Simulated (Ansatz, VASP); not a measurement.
One calculation of GaN, two programs

```
Ga N
1.0
     0.00000    2.20750    2.20750
     2.20750    0.00000    2.20750
     2.20750    2.20750    0.00000
Ga N
1 1
Direct
  0.00000 0.00000 0.00000
  0.25000 0.25000 0.25000
```

Change from the starting cell: volume scaled by 0.94.

Alike in both runs: task single point; functional PBE; k mesh 10 × 10 × 10; occupations fermi-dirac, width 0.05 eV; no spin polarisation.

|  | VASP | Ansatz |
| --- | --- | --- |
| version | VASP 6.6.1 | Ansatz 0.2.0 |
| potentials or method | VASP PAW PBE potentials, release 64 (Ga_d, N), cutoff 520 eV | all-electron LAPW, scalar-relativistic |

Ansatz gave:

```
gap on the k mesh at the Fermi level (eV) : 2.13
least direct gap on the mesh (eV)         : 2.13
pressure (GPa)                            : 18.6
```

Q: Which values does VASP return?

A: gap on the k mesh at the Fermi level (eV): 2.12; least direct gap on the mesh (eV): 2.12; pressure (GPa): 18.6.

Ansatz ran all-electron here, so the differences hold the error of VASP's frozen core and of both bases.

Caveats: so large a pressure means that the cell lies far from this level's equilibrium, or that cutoff or potentials fall short (VASP).
